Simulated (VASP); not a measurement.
# OSi in VASP: reference runs

How does OSi come out in PBE? The cell is run as given.

All numbers are computed with VASP 6.6.1; they aren't measurements. Logs are shortened: lines on timing, memory, paths and dates and some standing lists are left out, and cuts for length are marked.

### 1 Starting point

The cell holds a molecule in a box, 2 atoms: a = 11.000 Å, b = 10.000 Å, c = 10.000 Å, α = 90.00°, β = 90.00°, γ = 90.00°.

### 2 Single point, PBE

Contents of INCAR:

```
SYSTEM = SiO
PREC = Accurate
ENCUT = 520
EDIFF = 1E-7
ISMEAR = 0
SIGMA = 0.01
LREAL = .FALSE.
LASPH = .TRUE.
NELM = 60
ALGO = Normal
ISIF = 2
LWAVE = .FALSE.
LCHARG = .FALSE.
GGA = PE
NBANDS = 12
```

Contents of KPOINTS:

```
Automatic mesh
0
G
  1 1 1
  0 0 0
```

Contents of POSCAR:

```
SiO
1.0
   11.0000000000      0.0000000000      0.0000000000
    0.0000000000     10.0000000000      0.0000000000
    0.0000000000      0.0000000000     10.0000000000
O Si
1 1
Direct
    0.4429363600      0.5252500000      0.4710000000
    0.5594272700      0.4789500000      0.5358000000
```

Potentials or basis: VASP PAW PBE potentials, release 64 (O, Si).

The run is started by

```bash
$ cat potpaw_PBE.64/O/POTCAR potpaw_PBE.64/Si/POTCAR > POTCAR
$ mpirun -np 1 vasp_gam > vasp.out
```

OUTCAR:

```text
SYSTEM = SiO
   PREC = Accurate
   ENCUT = 520
   EDIFF = 1E-7
   ISMEAR = 0
   LREAL = .FALSE.
   LASPH = .TRUE.
   NELM = 60
   ISIF = 2
   GGA = PE

 ion  position               nearest neighbor table
   1  0.443  0.525  0.471-   2 1.51
   2  0.559  0.479  0.536-   1 1.51

  LATTYP: Found a simple tetragonal cell.
 ALAT       =    10.0000000000
 C/A-ratio  =     1.1000000000

  Lattice vectors:

 A1 = (   0.0000000000,  10.0000000000,   0.0000000000)
 A2 = (   0.0000000000,   0.0000000000,  10.0000000000)
 A3 = (  11.0000000000,   0.0000000000,   0.0000000000)

Analysis of symmetry for initial positions (statically):
=====================================================================
 Subroutine PRICEL returns:
 Original cell was already a primitive cell.

 Routine SETGRP: Setting up the symmetry group for a
 simple tetragonal supercell.

 Subroutine GETGRP returns: Found  1 space group operations
 (whereof  1 operations were pure point group operations)
 out of a pool of 16 trial point group operations.

The static configuration has the point symmetry C_1 .

Analysis of symmetry for dynamics (positions and initial velocities):
=====================================================================
 Subroutine PRICEL returns:
 Original cell was already a primitive cell.

 Routine SETGRP: Setting up the symmetry group for a
 simple tetragonal supercell.

 Subroutine GETGRP returns: Found  1 space group operations
 (whereof  1 operations were pure point group operations)
 out of a pool of 16 trial point group operations.

The dynamic configuration has the point symmetry C_1 .

 Subroutine INISYM returns: Found  1 space group operations
 (whereof  1 operations are pure point group operations),
 and found     1 'primitive' translations

----------------------------------------------------------------------------------------

                                     Primitive cell

  volume of cell :    1100.0000

  direct lattice vectors                    reciprocal lattice vectors
    11.000000000  0.000000000  0.000000000     0.090909091  0.000000000  0.000000000
     0.000000000 10.000000000  0.000000000     0.000000000  0.100000000  0.000000000
     0.000000000  0.000000000 10.000000000     0.000000000  0.000000000  0.100000000

  length of vectors
    11.000000000 10.000000000 10.000000000     0.090909091  0.100000000  0.100000000

  position of ions in fractional coordinates (direct lattice)
     0.442936360  0.525250000  0.471000000
     0.559427270  0.478950000  0.535800000
[... 55 lines left out ...]
   EDIFFG = 0.1E-05   stopping-criterion for IOM
   NSW    =      0    number of steps for IOM
   IBRION =     -1    ionic relax: 0-MD 1-quasi-New 2-CG
   NFREE  =      0    steps in history (QN), initial steepest desc. (CG)
   ISIF   =      2    stress and relaxation
   ISYM   =      2    0-nonsym 1-usesym 2-fastsym
   POTIM  = 0.5000    time-step for ionic-motion
   TEBEG  =    0.0;   TEEND  =   0.0 temperature during run
   PSTRESS=    0.0 pullay stress
   NELECT =      10.0000    total number of electrons
   NUPDOWN=      -1.0000    fix difference up-down
   EMIN   =  10.00;   EMAX   =-10.00  energy-range for DOS
   EFERMI =   0.00;   METHOD = LEGACY
   ISMEAR =     0;   SIGMA  =   0.01  broadening in eV -4-tet -1-fermi 0-gaus
   EFERMI_NEDOS =   21; number of points for ismear=-14 and -15
   IALGO  =     38    algorithm
   IMIX   =      4    mixing-type and parameters
     AMIX     =   0.40;   BMIX     =  1.00
     AMIX_MAG =   1.60;   BMIX_MAG =  1.00
  volume/ion in A,a.u.               =     550.00      3711.58
  Fermi-wavevector in a.u.,A,eV,Ry     =   0.341673  0.645668  1.588350  0.116740
  Thomas-Fermi vector in A             =   1.246405
   LORBIT       =      0    0 simple, 1 ext, 2 COOP (PROOUT), +10 PAW based schemes
   GGA     = PE    functional components
   LHFCALC =     F    Hartree Fock is set to
   AEXX    =    0.0000 exact exchange contribution
   IVDW    =     0    specifies the selected vdW correction
   LEPSILON=     F    determine dielectric tensor
   LRPA    =     F    only Hartree local field effects (RPA)
 non-spin polarized calculation
 Gauss-broadening in eV      SIGMA  =   0.01
  energy-cutoff  :      520.00
  volume of cell :     1100.00
 maximum number of plane-waves:     14859
 NGX is ok and might be reduce to    84
   NGX = 41   NGY = 37   NGZ = 37

 number of electron      10.0000000 magnetization

 number of electron       9.9999998 magnetization

 Free energy of the ion-electron system (eV)
  ---------------------------------------------------
  ext. energy  EPLUGINS =         0.00000000
  ---------------------------------------------------
  free energy    TOTEN  =       -11.23280503 eV

  energy without entropy =      -11.23280503  energy(sigma->0) =      -11.23280503

 E-fermi :  -7.0784     XC(G=0):  -0.8160

 val. band max:       -7.1989718824   @ k =   0.0000   0.0000   0.0000
 cond. band min:      -2.6157859918   @ k =   0.0000   0.0000   0.0000
 fundamental gap:      4.5831858906
 Fermi energy:        -7.0783688667

 k-point     1 :       0.0000    0.0000    0.0000
  band No.  band energies     occupation
      1     -23.2196      2.00000
      2     -10.4436      2.00000
      3      -7.8426      2.00000
      4      -7.8425      2.00000
      5      -7.1990      2.00000
      6      -2.6158      0.00000
      7      -2.6149      0.00000
      8      -0.2914      0.00000
      9      -0.0505      0.00000
     10       1.0885      0.00000
     11       1.1195      0.00000
     12       1.3065      0.00000

------------------------ aborting loop because EDIFF is reached ----------------------------------------

  FORCE on cell =-STRESS in cart. coord.  units (eV):
  Direction    XX          YY          ZZ          XY          YZ          ZX
  --------------------------------------------------------------------------------------
  -------------------------------------------------------------------------------------
  Total        1.1878376      0.1424033      0.2926509     -0.4530236     -0.2301329      0.6338750
  in kB        1.7301149      0.2074139      0.4262533     -0.6598401     -0.3351943      0.9232547
  external PRESSURE =       0.7879274 kB  Pullay stress =       0.0000000 kB

 VOLUME and BASIS-vectors are now :
 -----------------------------------------------------------------------------
  energy-cutoff  :      520.00
  volume of cell :     1100.00
      direct lattice vectors                 reciprocal lattice vectors
    11.000000000  0.000000000  0.000000000     0.090909091  0.000000000  0.000000000
     0.000000000 10.000000000  0.000000000     0.000000000  0.100000000  0.000000000
     0.000000000  0.000000000 10.000000000     0.000000000  0.000000000  0.100000000

 POSITION                                       TOTAL-FORCE (eV/Angst)
 -----------------------------------------------------------------------------------
      4.87230      5.25250      4.71000        -0.969355      0.353220     -0.494229
      6.15370      4.78950      5.35800         0.969355     -0.353220      0.494229
 -----------------------------------------------------------------------------------
    total drift:                               -0.000235      0.000118     -0.000106

  FREE ENERGIE OF THE ION-ELECTRON SYSTEM (eV)
  ---------------------------------------------------
  free  energy   TOTEN  =       -11.2328050335 eV

  energy  without entropy=      -11.2328050335  energy(sigma->0) =      -11.23280503
```

OSZICAR:

```text
N       E                     dE             d eps       ncg     rms          rms(c)
DAV:   1     0.102969022280E+03    0.10297E+03   -0.22671E+03    24   0.472E+02
DAV:   2     0.174863125340E+02   -0.85483E+02   -0.84158E+02    44   0.812E+01
DAV:   3    -0.123766730828E+02   -0.29863E+02   -0.29803E+02    28   0.785E+01
[... 19 lines left out ...]
DAV:  23    -0.112328036321E+02   -0.10001E-05   -0.15611E-07    32   0.192E-03    0.420E-04
DAV:  24    -0.112328044093E+02   -0.77714E-06   -0.50727E-08    24   0.984E-04    0.490E-04
DAV:  25    -0.112328048412E+02   -0.43195E-06   -0.98318E-09    28   0.435E-04    0.209E-04
DAV:  26    -0.112328049630E+02   -0.12174E-06   -0.20743E-09    24   0.197E-04    0.126E-04
DAV:  27    -0.112328050335E+02   -0.70521E-07   -0.19869E-09    24   0.138E-04
   1 F= -.11232805E+02 E0= -.11232805E+02  d E =-.382748E-65
```

stdout:

```text
POSCAR found type information on POSCAR O Si
 POSCAR found :  2 types and       2 ions
 scaLAPACK will be used
 LDA part: xc-table for (Slater+PW92), standard interpolation
 POSCAR, INCAR and KPOINTS ok, starting setup
 FFT: planning ... GRIDC
 FFT: planning ... GRID_SOFT
 FFT: planning ... GRID
 WAVECAR not read
 entering main loop
```

It took 48 s on 1 thread of Intel Xeon 6975P-C (Granite Rapids), shared host; peak memory 0.91 GiB.

Results:

| Quantity | Value |
| --- | --- |
| Free energy | -11.2328 eV |
| Largest force | 1.144 eV/Å |
| Gap between the frontier levels | 4.58 eV |

Forces on the atoms (eV/Å):
```
O   -0.969  0.353 -0.494
Si   0.969 -0.353  0.494
```

A hybrid or GW would open this gap; PBE tends to underestimate it.
